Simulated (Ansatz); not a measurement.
The system is FeO (Wuestite).

```
CELL_PARAMETERS angstrom
0.00000 2.15540 2.15540
2.15540 0.00000 2.15540
2.15540 2.15540 0.00000
ATOMIC_POSITIONS crystal
Fe 0.00000 0.00000 0.00000
O 0.50000 0.50000 0.50000
```

- Program: Ansatz 0.2.0
- Task: relaxation of cell and atoms
- Functional: RPBE
- Dispersion: D3(BJ)
- Potentials or basis: Ansatz PAW
- Cutoff: 420 eV (not typed: the program's choice for these potentials)
- k mesh: 11 × 11 × 11
- Occupations: fermi-dirac, width 0.05 eV
- Spin: collinear spin, ferromagnetic start
- Starting moments: [3.0, 0.0] μB

At the start: volume 10.01 Å³/atom.

Question: How do energy, volume and symmetry change on relaxing?

Answer: It ends after 7 steps and the volume is 9.46 Å³/atom (-5.5 %); space group Fm-3m (No. 225, to 0.05 Å); moment 4.00 μB per cell.

The path:
```tsv
step	energy change (eV)	largest force (eV/Å)	volume (Å³)
1	0.0000	0.0000	20.03
2	-0.0356	0.0000	19.32
3	-0.0421	0.0000	18.91
4	-0.0420	0.0000	18.95
5	-0.0386	0.0000	18.95
6	-0.0387	0.0000	18.93
7	-0.0387	0.0000	18.93
```

Final structure:
```
Fe O
1.0
     0.00000    2.11518    2.11518
     2.11518    0.00000    2.11518
     2.11518    2.11518    0.00000
Fe O
1 1
Direct
  0.00000 0.00000 0.00000
  0.50000 0.50000 0.50000
```

Caveat: the plane-wave basis is chosen anew once the cell has moved, so the energies of steps on either side of that aren't comparable; the pressure holds a Pulay correction of +0.6 GPa for the finite cutoff; a cell with one magnetic atom can't hold antiferromagnetic order, which such compounds often take; the PAW data sets come from PBE, with cores solved anew for the run's functional, which leaves a small shift of forces and pressure.
